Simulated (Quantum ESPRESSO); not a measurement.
NbAs under changes of volume

One of the cells (17.395 Å³/atom); the others are scaled copies at fixed shape and fractional positions:

```
CELL_PARAMETERS angstrom
-1.72585 1.72585 5.84000
1.72585 -1.72585 5.84000
1.72585 1.72585 -5.84000
ATOMIC_POSITIONS crystal
Nb 0.50000 0.00000 0.50000
Nb 0.75000 0.75000 0.00000
As 0.91600 0.41600 0.50000
As 0.16600 0.16600 0.00000
```

| Item | Value |
| --- | --- |
| Program | Quantum ESPRESSO 7.5 |
| Functional | PBEsol |
| Potentials or basis | GBRV 1.5 PBEsol |
| Cutoff | 612 eV |
| Density cutoff | 4898 eV |
| k mesh | 11 × 11 × 11 |
| Occupations | fermi-dirac, width 0.05 eV |
| Spin | no spin polarisation |

```csv
volume (Å³/atom),energy over the lowest point (meV/atom),pressure (GPa)
16.351,?,?
16.699,8.36,5.7
17.047,0.03,1.7
17.395,0.00,-1.9
17.743,7.43,-5.2
18.091,21.54,-8.1
18.438,41.64,-10.7
```

Problem. What does the run at 16.351 Å³/atom give?

Solution. Energy over the lowest point 25.99 meV/atom; pressure 10.2 GPa.

Worked out: A Birch-Murnaghan fit of order 3 (a polynomial in V^(-2/3)) to the other rows has its minimum at 17.22 Å³/atom with B0 = V·E''(V) = 179 GPa and B' = 4.3 at fixed shape and positions, which overstates the stiffness. It gives 25.91 meV/atom at 16.351 Å³/atom, against the run's 25.99, and -dE/dV = 10.4 GPa, against 10.2.

Energies are extrapolated to zero smearing.
